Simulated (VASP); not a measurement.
Here is a VASP 6.6.1 calculation.

INCAR

```
ALGO = Fast
EDIFF = 1E-6
ENCUT = 520
GGA = PE
ISIF = 2
ISMEAR = 0
LASPH = T
LCHARG = T
LELF = T
LREAL = F
LVHAR = T
LWAVE = F
NBANDS = 12
NELM = 100
PREC = Accurate
SIGMA = 0.15
```

Contents of KPOINTS:

```
k-points
0
Gamma
  18 18 18
```

POSCAR

```
Sc
1.0
   -1.9172054859      1.9172054859      1.7176030000
    1.9172054859     -1.9172054859      1.7176030000
    1.9172054859      1.9172054859     -1.7176030000
Sc
1
Direct
    0.0000000000      0.0000000000      0.0000000000
```

Potentials or basis: VASP PAW PBE potentials, release 64 (Sc_sv).

Run with:

```console
$ cat potpaw_PBE.64/Sc_sv/POTCAR > POTCAR
$ mpirun -np 1 vasp_std > vasp.out
```

Problem. What does it give for the band gap on the k mesh?

Solution. None (metal or under the smearing width).

Problem. Estimate the pressure.

Solution. -0.8 GPa.

Stress tensor (GPa, compression positive):
```
-1.16  0.00  0.00
 0.00 -1.16  0.00
 0.00  0.00 -0.02
```
